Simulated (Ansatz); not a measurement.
# Nickel, hcp under m-r²SCAN: ground state and equation of state, part 2 of 2

Aim: take nickel in the hcp structure, relax it, solve it on a dense k-mesh, then scale the cell to 7 volumes from 88 to 112 % of the relaxed one and try a fit of the equation of state. The start is ferromagnetic. The k-meshes are 14×14×8 for the relaxation; 24×24×13 for the dense run; 17×17×9 for the volumes.

Ansatz 0.2.0; DFT, m-r2SCAN, plane waves (500 eV) with PAW, scalar-relativistic. Earlier steps stand in the parts before.

### Step 6. The cell scaled to 96 % of its volume

This is Ni in the hcp structure; at room conditions it is fcc.

Input file input.yaml:

```yaml
crystal:
  lattice:
    - [2.4142667663, 0.0, 0.0]
    - [-1.2071333831, 2.0908163511, 0.0]
    - [0.0, 0.0, 3.9837583723]
  atoms:
    - { symbol: Ni, position: [0.3333333333, 0.6666666667, 0.25], spin: 0.662 }
    - { symbol: Ni, position: [0.6666666667, 0.3333333333, 0.75], spin: 0.662 }
hamiltonian:
  xc: mr2scan
  pseudopotentials:
    kind: paw
    azcp:
      Ni: "pseudopotentials/Ni.paw.azcp"
basis:
  ecutwfc: 500
  fft_grid_basis: typed
kpoints:
  mp_grid: { grid: [17, 17, 9], shift: [0, 0, 0] }
magnetization:
  spin_polarized: true
scf:
  occupations: { method: fermi_dirac, width: 0.05 }
  lower_state_search: "off"
output:
  stress: true
  write_density: true
  write_potential: true
  elf: true
  volumetric_format: npy
```

What it wrote:

```text
Warning: RAYON_NUM_THREADS=2 ignored (pool sized by the plan → 2); use --threads N
Engine: ansatz 0.2.0, aarch64-unknown-linux-gnu
Pseudopotentials: kind: paw
Pseudopotential: Ni, paw, valence charge 18, recommended cutoff 500 eV (meta_gga), <dir>
Functional definition: m-r2SCAN
  exchange = m_r2scan_x
  correlation = m_r2scan_c
Crystal: 2 atoms, lattice volume = 20.109 Å³
Basis set: ecut = 500 eV, 549 PW (Γ), exchange–correlation on 72×72×120 points (64 copies of the dense FFT grid, shifted against one another)
Bands: 23, of which v1, the nominal top of the filled ones, is band 18 counted from 1 (17 counted from 0)
Symmetry: 24 space group operations
Space group: P63/mmc (ITA 194), of the structure as read, at distance tolerance 2.7e-5 Å
Magnetic group: BNS 194.263 (UNI 1493), of the structure as read, at distance tolerance 2.7e-5 Å
k-points: 165 of 2601
Non-local potential: Ni, projectors of the file, l = 0: 3, l = 1: 2, l = 2: 3, l = 3: 1
PAW form: soft (Blöchl's): semilocal exchange-correlation on the pseudo side does not see the compensation charge
PAW frozen core: Ni, regenerated for the run's functional (the file was generated under x = pbe(κ = 0.804, μ = 0.2195149727645171), c = pbe(β = 0.06672455060314922))
PAW one-centre angular grid: Ni, 590 points (default); XC on 160 Gauss nodes
Initial density: superposition of atomic densities (chi_scale 0.1, normalization cell)
Starting moments: Σ|m| = 1.324 μB on 2 of 2 sites
Initial wavefunctions: pseudopotential atomic-orbital guess
Functional: x = mr2scan, c = mr2scan; τ floored in thin density (d = 2e-4 eV/Å³)
iter 1 solved again at ethr=3.24e-4 eV; its pass at ethr=3.10e-3 eV (dr2=1.17e-1 eV) is discarded
SCF iter   1: F=-11690.310117 eV  HF=-11690.115045 eV  |F-HF|=1.95e-1  |Δ(HF+E_count)|=         —  Δρ=2.86e-2 (↑2.86e-2 ↓9.96e-3)  dr2=1.16e-1  dr2_τ=1.64e-2  dr2_m=2.56e-2  M=1.237 μB ∫|m|=1.254 μB  β_m=1.00  ethr=3.24e-4  ⟨swp⟩=1.4  Hψ=42809  notcnv=0
preconditioner: auto → none  [metal: Δε(μ)=0.002 eV  Ē_g=11.245 eV  σ=0.050 eV  W_gap=0.01  n_scr=8 (ndim 8)  ℏωp=37.0 eV  f_vac=0.000  D(μ)=4.09/eV (n_scr^D=72)  sad-step TF]
SCF iter   2: F=-11690.339552 eV  HF=-11690.309616 eV  |F-HF|=2.99e-2  |Δ(HF+E_count)|=   1.95e-1  Δρ=1.79e-2 (↑1.79e-2 ↓1.03e-2)  dr2=7.82e-2  dr2_τ=4.60e-4  dr2_m=3.45e-3  M=1.207 μB ∫|m|=1.303 μB  β_m=1.00  ethr=3.23e-4  ⟨swp⟩=3.5  Hψ=15908  notcnv=0  κ⁻¹=1.0e0(r=1)
SCF iter   3: F=-11690.302281 eV  HF=-11690.341537 eV  |F-HF|=3.93e-2  |Δ(HF+E_count)|=   3.19e-2  Δρ=1.67e-2 (↑1.02e-2 ↓1.67e-2)  dr2=5.77e-2  dr2_τ=3.83e-4  dr2_m=2.35e-3  M=1.225 μB ∫|m|=1.354 μB  β_m=1.00  ethr=2.17e-4  ⟨swp⟩=3.5  Hψ=19275  notcnv=0  κ⁻¹=1.9e-3(r=2)
SCF iter   4: F=-11690.360753 eV  HF=-11690.347755 eV  |F-HF|=1.30e-2  |Δ(HF+E_count)|=   6.22e-3  Δρ=3.34e-3 (↑3.23e-3 ↓3.34e-3)  dr2=5.44e-3  dr2_τ=1.05e-4  dr2_m=3.63e-5  M=1.214 μB ∫|m|=1.355 μB  β_m=0.30  ethr=1.60e-4  ⟨swp⟩=3.9  Hψ=18979  notcnv=0  defer=4  κ⁻¹=4.6e-4(r=3)
SCF iter   5: F=-11690.360938 eV  HF=-11690.352335 eV  |F-HF|=8.60e-3  |Δ(HF+E_count)|=   4.58e-3  Δρ=1.37e-3 (↑1.37e-3 ↓5.06e-4)  dr2=2.33e-4  dr2_τ=2.61e-6  dr2_m=1.08e-4  M=1.218 μB ∫|m|=1.362 μB  β_m=1.00  ethr=1.51e-5  ⟨swp⟩=2.9  Hψ=17319  notcnv=0  defer=62  κ⁻¹=2.1e-6(r=4)
SCF iter   6: F=-11690.362645 eV  HF=-11690.357701 eV  |F-HF|=4.94e-3  |Δ(HF+E_count)|=   5.37e-3  Δρ=2.09e-3 (↑3.61e-4 ↓2.09e-3)  dr2=5.86e-4  dr2_τ=2.12e-6  dr2_m=1.51e-4  M=1.224 μB ∫|m|=1.374 μB  β_m=1.00  ethr=6.49e-7  ⟨swp⟩=2.0  Hψ=15069  notcnv=0  defer=62  κ⁻¹=1.9e-6(r=5)
SCF iter   7: F=-11690.362768 eV  HF=-11690.359300 eV  |F-HF|=3.47e-3  |Δ(HF+E_count)|=   1.60e-3  Δρ=1.56e-3 (↑7.14e-4 ↓1.56e-3)  dr2=5.06e-4  dr2_τ=1.90e-6  dr2_m=3.43e-5  M=1.227 μB ∫|m|=1.379 μB  β_m=1.00  ethr=6.49e-7  ⟨swp⟩=1.0  Hψ=8930  notcnv=0  defer=62  κ⁻¹=1.2e-7(r=6)
SCF iter   8: F=-11690.362779 eV  HF=-11690.361004 eV  |F-HF|=1.77e-3  |Δ(HF+E_count)|=   1.70e-3  Δρ=1.55e-3 (↑8.19e-4 ↓1.55e-3)  dr2=5.23e-4  dr2_τ=1.67e-6  dr2_m=2.74e-5  M=1.230 μB ∫|m|=1.384 μB  β_m=1.20  ethr=6.49e-7  ⟨swp⟩=2.1  Hψ=14153  notcnv=0  defer=62
Mixer restart at iter 8: flushing history
spin-set hold released at iteration 8 (site moments contracting): the magnetisation degrees of freedom join the quasi-Newton model from the next iteration; the mixer history was flushed
SCF iter   9: F=-11690.362951 eV  HF=-11690.361731 eV  |F-HF|=1.22e-3  |Δ(HF+E_count)|=   7.26e-4  Δρ=5.20e-4 (↑3.46e-4 ↓5.20e-4)  dr2=2.31e-5  dr2_τ=1.47e-6  dr2_m=3.16e-6  M=1.231 μB ∫|m|=1.386 μB  β_m=1.20  ethr=6.49e-7  ⟨swp⟩=2.1  Hψ=12513  notcnv=0  defer=62  κ⁻¹=1.0e0(r=1)
SCF iter  10: F=-11690.363004 eV  HF=-11690.362394 eV  |F-HF|=6.10e-4  |Δ(HF+E_count)|=   6.63e-4  Δρ=6.98e-4 (↑3.10e-4 ↓6.98e-4)  dr2=6.89e-5  dr2_τ=2.60e-7  dr2_m=1.05e-5  M=1.233 μB ∫|m|=1.390 μB  β_m=1.20  ethr=6.42e-8  ⟨swp⟩=2.1  Hψ=12901  notcnv=0  defer=62  κ⁻¹=8.1e-3(r=2)
SCF iter  11: F=-11690.363053 eV  HF=-11690.362891 eV  |F-HF|=1.62e-4  |Δ(HF+E_count)|=   4.97e-4  Δρ=3.38e-4 (↑1.78e-4 ↓3.38e-4)  dr2=1.14e-5  dr2_τ=1.03e-7  dr2_m=2.34e-6  M=1.235 μB ∫|m|=1.394 μB  β_m=1.20  ethr=6.42e-8  ⟨swp⟩=2.0  Hψ=13234  notcnv=0  defer=62  κ⁻¹=3.0e-3(r=3)
SCF iter  12: F=-11690.363078 eV  HF=-11690.363072 eV  |F-HF|=6.66e-6  |Δ(HF+E_count)|=   1.81e-4  Δρ=1.16e-4 (↑1.07e-4 ↓1.16e-4)  dr2=2.82e-6  dr2_τ=1.95e-8  dr2_m=5.42e-8  M=1.238 μB ∫|m|=1.399 μB  β_m=1.20  ethr=3.16e-8  ⟨swp⟩=2.1  Hψ=13559  notcnv=0  defer=62  κ⁻¹=4.2e-4(r=4)
SCF iter  13: F=-11690.363080 eV  HF=-11690.363047 eV  |F-HF|=3.29e-5  |Δ(HF+E_count)|=   2.49e-5  Δρ=1.49e-4 (↑7.93e-5 ↓1.49e-4)  dr2=5.87e-6  dr2_τ=4.44e-9  dr2_m=2.52e-7  M=1.240 μB ∫|m|=1.402 μB  β_m=1.20  ethr=7.83e-9  ⟨swp⟩=2.0  Hψ=13530  notcnv=0  defer=62  κ⁻¹=4.6e-5(r=5)
SCF iter  14: F=-11690.363080 eV  HF=-11690.363064 eV  |F-HF|=1.60e-5  |Δ(HF+E_count)|=   1.75e-5  Δρ=1.12e-4 (↑5.56e-5 ↓1.12e-4)  dr2=3.16e-6  dr2_τ=2.25e-9  dr2_m=1.63e-7  M=1.240 μB ∫|m|=1.402 μB  β_m=1.20  ethr=7.83e-9  ⟨swp⟩=1.5  Hψ=7872  notcnv=0  defer=62  κ⁻¹=9.0e-6(r=6)
SCF iter  15: F=-11690.363081 eV  HF=-11690.363080 eV  |F-HF|=7.30e-7  |Δ(HF+E_count)|=   1.60e-5  Δρ=2.86e-5 (↑9.73e-6 ↓2.86e-5)  dr2=1.62e-7  dr2_τ=2.01e-10  dr2_m=1.87e-8  M=1.239 μB ∫|m|=1.401 μB  β_m=1.20  ethr=7.83e-9  ⟨swp⟩=2.0  Hψ=10952  notcnv=0  defer=62  κ⁻¹=2.1e-6(r=7)
SCF iter  16: F=-11690.363081 eV  HF=-11690.363081 eV  |F-HF|=1.88e-8  |Δ(HF+E_count)|=   7.65e-7  Δρ=4.93e-6 (↑4.93e-6 ↓1.45e-6)  dr2=1.42e-9  dr2_τ=9.59e-12  dr2_m=1.51e-9  M=1.239 μB ∫|m|=1.401 μB  ethr=2.78e-10  ⟨swp⟩=10.4  Hψ=58025  notcnv=0
SCF 1 converged in 16 iterations: F = -11690.363081 eV  dr2 = 1.42e-9
this state was not tested for a lower state beside it, because the mixer in use, unlike msr1, does not test its closes by its own steps (another_mixer; see scf.mixing.algorithm and scf.lower_state_search)
SCF converged after 16 iterations
Magnetization: 1.2390 μB (18.6195 up, 17.3805 down)
Absolute magnetization: 1.4021 μB (∫|ρ↑−ρ↓|, with the PAW one-centre terms)
Spin contamination: 0.0118 ħ² per cell (⟨S²⟩ above its minimum at these occupations)
Per-site moments (μB) at R_I (Å): [(0.6549465139688817, 0.9958850410920083), (0.6549465139688816, 0.9958850410920083)]
Free energy (F): -11690.363081 eV
Harris-Foulkes:  -11690.363081 eV  (|F-HF|=1.88e-8)
Internal energy: -11690.331718 eV  (E = F + TS)
E sigma→0 (E₀):  -11690.347400 eV
Entropy (-TS):   -0.031363 eV (-15.682 meV/atom)
Fermi energy:    19.802213 eV
--- Per-component energies (eV) ---
  E_band       = -558.065969
  E_kinetic    = 567.216622
  E_local      = -6628.838949  (includes V_loc(G=0)·N_el)
  E_nonlocal   = 1281.132590
  E_hartree    = 2780.891759
  E_xc         = -158.749415
  E_vxc        = -235.675942  (∫ρ·V_xc dr)
  E_paw        = -3288.386556  (= ΣΔE_a)
  E_vpaw       = -1121.142225  (= ΣTr[D̂ρ^β])
  E_aug_tail   = 0.000497  (compensation charges beyond the density's cutoff)
  E_vtau       = 17.453769  (kinetic-family band-sum trace: ∫τ·v_τ [+ j·A + Jᵃ·Aᵃ] dr)
  E_ewald      = -6242.998129
  E_core_change = -0.600137  (= ΣΔE_core)
  E_smearing   = -0.031363  (= −TS)
  E_closure    = 0.000000  (closes the sum)
  Σ components = -11690.363081   (vs F -11690.363081, Δ=0.00e0)
--- Stress (GPa, compression-positive) ---
       10.555489      -0.000000      -0.000000
       -0.000000      10.555489      -0.000000
       -0.000000      -0.000000       9.941794
  P = ⅓ Tr σ = 10.3509 GPa (103.509 kbar)
--- Band table (eV; the first three rows and the last of 330) ---
  k-point 0 ↑: bands = ["-87.6994", "-87.6523", "-46.6671", "-46.4546", "-46.4546", "-46.4147", "-46.4147", "-46.3752", "9.7951", "14.3157", "17.0653", "17.1832", "17.1832", "17.4873", "17.4873", "17.9938", "17.9938", "19.0611", "19.0611", "19.1423", "26.1625", "43.8427", "46.7424"]
  k-point 1 ↑: bands = ["-87.6979", "-87.6537", "-46.6584", "-46.4534", "-46.4534", "-46.4159", "-46.4159", "-46.3841", "9.9267", "14.2600", "17.0327", "17.1580", "17.1580", "17.4571", "17.4571", "18.0618", "18.0618", "18.6682", "19.0518", "19.0518", "26.9291", "43.7824", "45.4794"]
  k-point 2 ↑: bands = ["-87.6938", "-87.6578", "-46.6334", "-46.4499", "-46.4499", "-46.4193", "-46.4193", "-46.4097", "10.3151", "14.0331", "16.9435", "17.1131", "17.1131", "17.3775", "17.3775", "17.7466", "18.2291", "18.2291", "19.0166", "19.0166", "28.7817", "42.5255", "44.1362"]
  k-point 164 ↓: bands = ["-86.6293", "-86.6287", "-45.7325", "-45.7300", "-45.6785", "-45.6644", "-45.5378", "-45.5349", "16.0844", "16.1873", "16.5524", "16.5625", "17.1791", "17.2053", "18.5226", "18.6960", "19.8795", "19.9227", "25.6207", "25.6651", "27.6518", "28.3512", "30.3956"]
```

It took 16 s on 2 threads of Arm Neoverse V2, shared host; peak memory 0.43 GiB.

Density in a lattice plane of the grid's cell (edges 2.41 and 3.98 Å, at 0.333 of the third edge), which holds Ni. It is the smooth density of the valence electrons, not physical close to the nuclei.

Values in e/Å³, 12 rows by 8 columns:
```
 0.39  0.29  0.31  0.50  1.38  2.67  2.27  0.98
 0.71  0.36  0.41  1.27  7.60 20.44 15.98  4.36
 1.03  0.41  0.49  2.08 16.62 50.25 38.14  8.79
 0.71  0.36  0.41  1.27  7.60 20.44 15.98  4.36
 0.39  0.29  0.31  0.50  1.38  2.67  2.27  0.98
 0.30  0.29  0.29  0.32  0.38  0.44  0.42  0.35
 0.39  0.48  0.47  0.38  0.32  0.31  0.31  0.33
 0.70  1.23  1.18  0.64  0.38  0.30  0.31  0.41
 1.02  2.04  1.96  0.91  0.43  0.31  0.33  0.48
 0.70  1.23  1.18  0.64  0.38  0.30  0.31  0.41
 0.39  0.48  0.47  0.38  0.32  0.31  0.31  0.33
 0.30  0.29  0.29  0.32  0.38  0.44  0.42  0.35
```
Columns run along the first of these edges and rows up along the second, over one cell in 8 and 12 even steps from the bottom left corner. Atoms in the plane (fractional): Ni at (0.67, 0.75).

Spin density (up less down) in a lattice plane of the grid's cell (edges 2.41 and 3.98 Å, at 0.333 of the third edge), which holds Ni.

Ten even steps from ' ' (-0.01 e/Å³) to '@' (2.37 e/Å³):
```
                            
                            
                ..::::..    
              ::==****--..  
            ..--**@@@@++::  
              ::==****--..  
                ..::::..    
                            
                            
                            
                            
                            
                            
                            
                            
                            
                            
                            
                            
                            
```
Columns run along the first of these edges and rows up along the second, over one cell in 14 and 20 even steps from the bottom left corner. Atoms in the plane (fractional): Ni at (0.67, 0.75).

### Step 7. The cell scaled to 100 % of its volume

Changes to input.yaml since step 6:

```diff
@@ -2,5 +2,5 @@
   lattice:
-    - [2.4142667663, 0.0, 0.0]
-    - [-1.2071333831, 2.0908163511, 0.0]
-    - [0.0, 0.0, 3.9837583723]
+    - [2.4473430239, 0.0, 0.0]
+    - [-1.223671512, 2.1194612305, 0.0]
+    - [0.0, 0.0, 4.038337187]
   atoms:
@@ -26,5 +26 @@
   stress: true
-  write_density: true
-  write_potential: true
-  elf: true
-  volumetric_format: npy
```

What it wrote, shortened:

```text
Warning: RAYON_NUM_THREADS=2 ignored (pool sized by the plan → 2); use --threads N
[...]
[... 3 set-up lines as earlier in the session ...]
[...]
Crystal: 2 atoms, lattice volume = 20.947 Å³
Basis set: ecut = 500 eV, 549 PW (Γ), exchange–correlation on 72×72×120 points (64 copies of the dense FFT grid, shifted against one another)
[...]
Spin contamination: 0.0134 ħ² per cell (⟨S²⟩ above its minimum at these occupations)
Per-site moments (μB) at R_I (Å): [(0.672186009961157, 1.009528997365412), (0.6721860099611575, 1.009528997365412)]
Free energy (F): -11690.389715 eV
[...]
E sigma→0 (E₀):  -11690.373510 eV
Entropy (-TS):   -0.032411 eV (-16.205 meV/atom)
Fermi energy:    18.820697 eV
[...]
--- Stress (GPa, compression-positive) ---
        0.348247       0.000000      -0.000000
        0.000000       0.348247      -0.000000
       -0.000000      -0.000000      -0.015109
  P = ⅓ Tr σ = 0.2271 GPa (2.271 kbar)
```

Wall time 21 s (2 threads of Arm Neoverse V2, shared host); peak memory 0.43 GiB.

### Step 8. The cell scaled to 104 % of its volume

Changes to input.yaml since step 7:

```diff
@@ -2,5 +2,5 @@
   lattice:
-    - [2.4473430239, 0.0, 0.0]
-    - [-1.223671512, 2.1194612305, 0.0]
-    - [0.0, 0.0, 4.038337187]
+    - [2.4795485991, 0.0, 0.0]
+    - [-1.2397742995, 2.1473520767, 0.0]
+    - [0.0, 0.0, 4.0914792968]
   atoms:
```

What it wrote, shortened:

```text
Warning: RAYON_NUM_THREADS=2 ignored (pool sized by the plan → 2); use --threads N
[...]
[... 3 set-up lines as earlier in the session ...]
[...]
Crystal: 2 atoms, lattice volume = 21.785 Å³
Basis set: ecut = 500 eV, 549 PW (Γ), exchange–correlation on 80×80×120 points (64 copies of the dense FFT grid, shifted against one another)
[...]
Spin contamination: 0.0150 ħ² per cell (⟨S²⟩ above its minimum at these occupations)
Per-site moments (μB) at R_I (Å): [(0.6854043653556047, 1.0228137971195292), (0.685404365355605, 1.0228137971195292)]
Free energy (F): -11690.369116 eV
[...]
E sigma→0 (E₀):  -11690.352385 eV
Entropy (-TS):   -0.033461 eV (-16.731 meV/atom)
Fermi energy:    17.915604 eV
[...]
--- Stress (GPa, compression-positive) ---
       -7.755122       0.000000       0.000000
        0.000000      -7.755122       0.000000
        0.000000       0.000000      -7.868989
  P = ⅓ Tr σ = -7.7931 GPa (-77.931 kbar)
```

It took 18 s on 2 threads of Arm Neoverse V2, shared host; peak memory 0.45 GiB.

### Step 9. The cell scaled to 108 % of its volume

Changes to input.yaml since step 8:

```diff
@@ -2,5 +2,5 @@
   lattice:
-    - [2.4795485991, 0.0, 0.0]
-    - [-1.2397742995, 2.1473520767, 0.0]
-    - [0.0, 0.0, 4.0914792968]
+    - [2.5109386225, 0.0, 0.0]
+    - [-1.2554693113, 2.1745366344, 0.0]
+    - [0.0, 0.0, 4.1432756726]
   atoms:
```

What it wrote, shortened:

```text
Warning: RAYON_NUM_THREADS=2 ignored (pool sized by the plan → 2); use --threads N
[...]
[... 3 set-up lines as earlier in the session ...]
[...]
Crystal: 2 atoms, lattice volume = 22.623 Å³
Basis set: ecut = 500 eV, 573 PW (Γ), exchange–correlation on 80×80×128 points (64 copies of the dense FFT grid, shifted against one another)
[...]
Spin contamination: 0.0166 ħ² per cell (⟨S²⟩ above its minimum at these occupations)
Per-site moments (μB) at R_I (Å): [(0.6955263524895784, 1.0357621817744613), (0.6955263524895784, 1.0357621817744613)]
Free energy (F): -11690.311132 eV
[...]
E sigma→0 (E₀):  -11690.293851 eV
Entropy (-TS):   -0.034562 eV (-17.281 meV/atom)
Fermi energy:    17.078417 eV
[...]
--- Stress (GPa, compression-positive) ---
      -14.171402      -0.000000       0.000000
       -0.000000     -14.171402       0.000000
        0.000000       0.000000     -14.054364
  P = ⅓ Tr σ = -14.1324 GPa (-141.324 kbar)
```

Wall time 17 s (2 threads of Arm Neoverse V2, shared host); peak memory 0.46 GiB.

### Step 10. The cell scaled to 112 % of its volume

Changes to input.yaml since step 9:

```diff
@@ -2,5 +2,5 @@
   lattice:
-    - [2.5109386225, 0.0, 0.0]
-    - [-1.2554693113, 2.1745366344, 0.0]
-    - [0.0, 0.0, 4.1432756726]
+    - [2.5415628434, 0.0, 0.0]
+    - [-1.2707814217, 2.2010579877, 0.0]
+    - [0.0, 0.0, 4.1938084049]
   atoms:
@@ -26 +26,5 @@
   stress: true
+  write_density: true
+  write_potential: true
+  elf: true
+  volumetric_format: npy
```

What it wrote, shortened:

```text
Warning: RAYON_NUM_THREADS=2 ignored (pool sized by the plan → 2); use --threads N
[...]
[... 3 set-up lines as earlier in the session ...]
[...]
Crystal: 2 atoms, lattice volume = 23.461 Å³
Basis set: ecut = 500 eV, 591 PW (Γ), exchange–correlation on 80×80×128 points (64 copies of the dense FFT grid, shifted against one another)
[...]
Free energy (F): -11690.223662 eV
[...]
E sigma→0 (E₀):  -11690.205810 eV
Entropy (-TS):   -0.035705 eV (-17.853 meV/atom)
Fermi energy:    16.301906 eV
[...]
--- Stress (GPa, compression-positive) ---
      -19.232754       0.000000      -0.000000
        0.000000     -19.232754      -0.000000
       -0.000000      -0.000000     -18.900463
  P = ⅓ Tr σ = -19.1220 GPa (-191.220 kbar)
--- Band table (eV; the first three rows and the last of 330) ---
[... band rows left out ...]
[...]
```

Run time: 24 s. Hardware: 2 threads of Arm Neoverse V2, shared host; peak memory 0.47 GiB.

### Step 11. Fitting the volumes

The cell was scaled evenly, with its shape and the fractional positions fixed.

```csv
V (Å³/atom),E − E₀ (meV/atom),P from the stress (GPa),P from the fit (GPa),largest moment (μB)
9.217,136.3,39.30,39.17,0.61
9.636,55.9,23.13,23.00,0.63
10.055,13.0,10.35,10.24,0.65
10.474,0.0,0.23,0.13,0.67
10.892,10.5,-7.79,-7.88,0.69
11.311,39.8,-14.13,-14.24,0.70
11.730,83.8,-19.12,-19.27,0.70
```

A third-order Birch-Murnaghan fit gives V₀ = 10.480 Å³/atom, B₀ = 224 GPa and B₀′ = 4.8; it misses no point by more than 0.03 meV/atom.

Fit and stress differ a little: one follows E(σ → 0), the other the smeared free energy.

### Step 12. Results

This closing draws on all 2 parts.

```
                      quantity                                   value
space group (spins left aside)                      P6_3/mmc (No. 194)
             conventional cell  a = 2.447 Å, c = 4.038 Å (c/a = 1.650)
                        volume                          10.474 Å³/atom
             shortest distance                                 2.447 Å
               gap on the mesh            none (levels filled in part)
                magnetic state   ferromagnetic, up to 0.66 μB per atom
relative to fcc, ferromagnetic                            +37 meV/atom
                   V₀, B₀, B₀′            10.480 Å³/atom, 224 GPa, 4.8
```

In words: From the guessed start the volume shrank by 4.3 % in 6 steps. Against the reference form of nickel (fcc, ferromagnetic, computed apart with the same settings) it stands 37 meV/atom higher. It ends ferromagnetic, with up to 0.66 μB per atom. No gap shows: it is a metal or semimetal at this level. The fitted modulus is 224 GPa; letting shape and positions relax at each volume could only lower it. Relaxation kept the symmetry; phonons were not checked.
